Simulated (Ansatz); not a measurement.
Crystal: Na2S.

```
S Na
1.0
     0.00000    3.27350    3.27350
     3.27350    0.00000    3.27350
     3.27350    3.27350    0.00000
S Na
1 2
Direct
  0.00000 0.00000 0.00000
  0.75000 0.75000 0.75000
  0.25000 0.25000 0.25000
```

Base run:

* Program: Ansatz 0.2.0
* Functional: PBEsol
* Potentials or basis: Ansatz PAW
* Cutoff: 420 eV
* Density cutoff: 1680 eV
* k mesh: 7 × 7 × 7
* Occupations: fermi-dirac, width 0.05 eV
* Spin: no spin polarisation

Its results: band gap on the k mesh 2.36 eV, direct; pressure -0.6 GPa.

Q: The run is repeated on the same cell with these changes: functional from PBEsol to LDA. What comes out?

A: Band gap on the k mesh 2.24 eV, direct; pressure -2.2 GPa.

LDA binds more tightly than PBEsol, so the same cell stands under less pressure.

Caveats: the PAW data sets come from PBE, with cores solved anew for the run's functional, which leaves a small shift of forces and pressure.

Not every run made on this cell is shown here.
